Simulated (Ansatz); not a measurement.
P: ideal shear of a crystal plane

These are results of DFT r2SCAN, scalar-relativistic, plane waves, PAW (Ansatz), not measurements. Cutoff 500 eV, Γ-centred 24×24×6 k-points, Gaussian smearing of 0.15 eV. No spin polarisation. Energies are free energies at this smearing, counted from the undisturbed cell; pressure is positive in compression.

The undisturbed cell (relaxed at this level; with this scan's settings it stands at -0.3 GPa; this simple cubic form isn't the usual structure):

```yaml
crystal:
  lattice:
    - [-2.44927, 0.00000, -0.00535]
    - [0.00000, -2.44951, 0.00000]
    - [-0.01962, 0.00000, 9.64780]
  atoms:
    - { symbol: P, position: [0.00000, 0.00000, 0.62519] }
    - { symbol: P, position: [0.00000, 0.00000, 0.12519] }
    - { symbol: P, position: [0.00000, 0.00000, 0.87481] }
    - { symbol: P, position: [0.00000, 0.00000, 0.37481] }
```

The cut lies on the cell's a–b face, a (0 0 1) plane (indices in the standard cell, whose axes needn't be the Cartesian ones shown) of area 6.00 Å², between layers 2.42 Å apart. Vector c is tilted by f times 0·a + 1·b (length 2.450 Å) with the atoms' Cartesian places fixed: one unrelaxed fault a cell. The traction is dγ/du, the slope of γ against the slip u in Å. Some rows repeat others by symmetry and weren't run.

```csv
f,γ (mJ/m²),traction (GPa)
0.0000,0,0.0
0.1000,92,7.5
0.2000,354,13.4
0.3000,723,15.9
0.4000,1086,11.9
0.5000,1241,-0.2
0.6000,1086,-11.9
0.7000,723,-15.9
0.8000,354,-13.4
0.9000,92,-7.5
```

Q: Read off the first barrier and the stress needed to climb it, and compare with Frenkel's sinusoid.

A: The first sampled maximum lies at f = 0.500, a slip of 1.22 Å, with γ ≈ 1241 mJ/m², which stands in for the unstable fault energy γ_us, and the steepest sampled slope before it is 15.9 GPa. A sinusoid γ = γ_us sin²(πu/λ) with its maximum there has λ = 2.45 Å and a largest slope πγ_us/λ = 15.9 GPa (1 mJ/m² per Å = 0.01 GPa).

Q: Is there a metastable fault on this line?

A: Apart from points where γ returns to about zero, no local minimum shows among the samples, so at this sampling the line offers no fault for a dislocation to split on; a fault can still lie off the line.

The cut is rigid; relaxing the faces lowers these energies and usually the stresses.

In a metal these slopes depend on the k mesh and the smearing.

Cost: 6 runs of about 5.6 core-minutes in all, on AMD EPYC 9R45 (Zen 5) (shared hosts).